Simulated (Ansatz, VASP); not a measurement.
Cu: VASP beside Ansatz

```
Cu
1.0
     2.53410    0.00000    0.00000
    -1.26705    2.19459    0.00000
     0.00000    0.00000    4.11257
Cu
2
Direct
  0.66667 0.33333 0.75000
  0.33333 0.66667 0.25000
```

Alike in both runs: task single point; functional LDA; k mesh 12 × 12 × 7; occupations fermi-dirac, width 0.05 eV; no spin polarisation.

|  | VASP | Ansatz |
| --- | --- | --- |
| version | VASP 6.6.1 | Ansatz 0.2.0 |
| potentials or method | VASP PAW LDA potentials, release 64 (Cu), cutoff 520 eV | all-electron LAPW, scalar-relativistic |

|  | VASP | Ansatz | Ansatz less VASP |
| --- | --- | --- | --- |
| gap on the k mesh at the Fermi level (eV) | none | none | - |
| pressure (GPa) | -7.0 | -7.9 | -0.87 |
| largest component of the traceless stress (GPa) | 0.09 | 0.16 | +0.075 |

A gap of «none» marks a metal or a gap that the smearing closes. Ansatz ran all-electron here, so the differences hold the error of VASP's frozen core and of both bases.
